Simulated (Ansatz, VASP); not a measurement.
**InP in VASP and in Ansatz**

File INCAR:

```
SYSTEM = InP
ALGO     = Normal         ! electronic algorithm
EDIFF    = 1E-6           ! SCF threshold, eV
EDIFFG   = -0.01          ! ionic threshold
ENCUT    = 600            ! plane-wave cutoff, eV
GGA      = PE             ! functional
IBRION   = 2              ! ionic algorithm
ISIF     = 3              ! what is computed and relaxed
ISMEAR   = -1             ! smearing method
LASPH    = .TRUE.         ! aspherical terms in the spheres
LCHARG   = .FALSE.        ! write CHGCAR
LREAL    = .FALSE.        ! projectors in reciprocal space
LWAVE    = .FALSE.        ! write WAVECAR
NELM     = 60             ! most SCF steps
NSW      = 60             ! ionic steps
PREC     = Accurate       ! precision mode
SIGMA    = 0.05           ! smearing width, eV
```

The input KPOINTS:

```
k-points
0
G
  8 8 8
  0 0 0
```

File POSCAR:

```
InP
1.0
    0.0000000000      2.7688340000      2.7688340000
    2.7688340000      0.0000000000      2.7688340000
    2.7688340000      2.7688340000      0.0000000000
In P
1 1
Direct
    0.0000000000      0.0000000000      0.0000000000
    0.5000000000      0.5000000000      0.5000000000
```

Contents of input.yaml:

```yaml
crystal:
  lattice:
    - [0.0, 2.768834, 2.768834]
    - [2.768834, 0.0, 2.768834]
    - [2.768834, 2.768834, 0.0]
  atoms:
    - { symbol: In, position: [0.0, 0.0, 0.0] }
    - { symbol: P, position: [0.5, 0.5, 0.5] }
hamiltonian:
  xc: pbe
  pseudopotentials: { kind: paw }
kpoints:
  mp_grid: { grid: [8, 8, 8] }
scf:
  occupations: { method: fermi_dirac, width: 0.05 }
output:
  forces: true
  stress: true
  eigenvalues: true
relax:
  f_tol: 0.01
  max_steps: 40
  cell: { stress_tol: 0.05 }
```

Measurements of this composition are mostly on another form, of space group No. 216.

Alike in both runs: task relaxation of cell and atoms; functional PBE; k mesh 8 × 8 × 8; occupations fermi-dirac, width 0.05 eV; no spin polarisation.

|  | VASP | Ansatz |
| --- | --- | --- |
| version | VASP 6.6.1 | Ansatz 0.2.0 |
| potentials or method | VASP PAW PBE potentials, release 64 (In_d, P) | Ansatz PAW |
| plane-wave cutoff (eV) | 600 | 420 |
| valence electrons in the cell | 18 | 18 |

```csv
,VASP,Ansatz,Ansatz less VASP
"gap on the k mesh at the Fermi level, each at its own relaxed structure (eV)",none,none,-
relaxed volume (Å³/atom),21.23,21.23,0.000
relaxed cell length with the largest relative difference (Å),3.916,3.916,0.0000
```

A gap of «none» marks a metal or a gap that the smearing closes.

Caveats: the relaxation stopped at its first step, so nothing moved (VASP); the plane-wave basis is chosen anew once the cell has moved, so the energies of steps on either side of that aren't comparable (Ansatz).
